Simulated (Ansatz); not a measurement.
Sb, 1 atom in the cell. It takes space group I4/mmm (No. 139, tetragonal). The conventional cell has a = 3.153 Å, b = 3.153 Å, c = 5.424 Å, α = 90.00°, β = 90.00°, γ = 90.00°. Around Sb (site symmetry 4/mmm) lie 12 Sb at 3.15 to 3.51 Å. This isn't the form of Sb at room conditions, which is rhombohedral.

- Program: Ansatz 0.2.0
- Task: relaxation of cell and atoms
- Functional: HSE03
- Potentials or basis: Ansatz PAW
- Cutoff: 420 eV (not typed: the program's choice for these potentials)
- k mesh: 6 × 6 × 6
- Occupations: fermi-dirac, width 0.05 eV
- Spin: no spin polarisation

Hardware: 1 × NVIDIA H100 80GB HBM3 with 2 threads of AMD EPYC 7R13 Processor (Zen 3), with other jobs on the host.

**Question.** How long does it take, and how much memory?

**Answer.** Run time: 42 s on 1 × NVIDIA H100 80GB HBM3 with 2 threads of AMD EPYC 7R13 Processor (Zen 3), on a shared host, peak memory 1.8 GiB. Counts: scf iterations 50, plane waves 517, k points 30, bands 12, ion steps 4.
